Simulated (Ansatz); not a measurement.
Hf in Ansatz: the effect of strain

Crystal: Hf.

```
Hf
1.0
     3.19670   -0.06393    0.00000
    -1.65372    2.80039    0.00000
     0.00000    0.00000    5.05780
Hf
2
Direct
  0.66667 0.33333 0.75000
  0.33333 0.66667 0.25000
```

The cell isn't the ideal one: strained by -4 %.

Alike in all runs:

```yaml
Program: Ansatz 0.2.0
Task: single point
Functional: PBE
Potentials_or_basis: Ansatz PAW
Cutoff: "420 eV (not typed: the program's choice for these potentials)"
k_mesh: 10 × 10 × 5
Occupations: fermi-dirac, width 0.05 eV
Spin: no spin polarisation
```

```csv
strain,pressure (GPa),largest force (eV/Å)
-0.04,?,?
-0.02,0.6,0.05
-0.01,0.6,0.03
```

Q: What does the run with strain -0.04 give?

A: Pressure 0.8 GPa; largest force 0.10 eV/Å.
